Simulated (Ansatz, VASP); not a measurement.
Te2Mo: VASP beside Ansatz

Contents of INCAR:

```
SYSTEM = Te2Mo
PREC = Accurate ; ENCUT = 520
EDIFF = 1E-6 ; ISMEAR = 0
SIGMA = 0.05 ; LREAL = .FALSE.
LASPH = .TRUE. ; NELM = 100
ALGO = Fast ; ISIF = 2
LWAVE = .FALSE. ; LCHARG = .FALSE.
GGA = CA ; NBANDS = 20
```

The input KPOINTS:

```
Automatic mesh
0
G
  9 9 2
  0 0 0
```

The input POSCAR:

```
Te2Mo
1.0
    3.5602328140      0.0000000000      0.0000000000
   -1.7801164070      3.0832520603      0.0000000000
    0.0000000000      0.0000000000     16.9983360854
Te Mo
2 1
Direct
    0.3333333333      0.6666666667      0.8978554500
    0.3333333333      0.6666666667      0.1021445500
    0.0000000000      0.0000000000      0.0000000000
```

Input for Ansatz:

```yaml
crystal:
  lattice:
    - [3.560232814, 0.0, 0.0]
    - [-1.780116407, 3.0832520603, 0.0]
    - [0.0, 0.0, 16.9983360854]
  atoms:
    - { symbol: Te, position: [0.3333333333, 0.6666666667, 0.89785545] }
    - { symbol: Te, position: [0.3333333333, 0.6666666667, 0.10214455] }
    - { symbol: Mo, position: [0.0, 0.0, 0.0] }
basis:
  ecutwfc: 420
kpoints:
  mp_grid: { grid: [9, 9, 2] }
hamiltonian:
  xc: lda
scf:
  occupations: { method: gaussian, width: 0.05 }
output:
  forces: true
  stress: true
  eigenvalues: true
```

Change from the starting cell: strain -0.0300 x Voigt [0, 0, 1, 0, 0, 0], atoms carried along.

Alike in both runs: task single point; functional LDA; k mesh 9 × 9 × 2; occupations gaussian, width 0.05 eV; no spin polarisation.

|  | VASP | Ansatz |
| --- | --- | --- |
| version | VASP 6.6.1 | Ansatz 0.2.0 |
| potentials or method | VASP PAW LDA potentials, release 64 (Te, Mo_sv) | scalar-relativistic, plane waves, PAW |
| plane-wave cutoff (eV) | 520 | 420 |
| valence electrons in the cell | 26 | 46 |

|  | VASP | Ansatz | Ansatz less VASP |
| --- | --- | --- | --- |
| gap on the k mesh at the Fermi level (eV) | 0.98 | 0.98 | +0.001 |
| least direct gap on the mesh (eV) | 0.98 | 0.98 | +0.001 |
| rms of the force components (eV/Å) | 0.193 | 0.164 | -0.0290 |

Atom by atom the forces differ by 0.029 eV/Å (rms over components). The two sets of potentials don't hold the same shells in valence.

Caveats: spin-orbit coupling is left out, which moves the levels of the heavy elements.
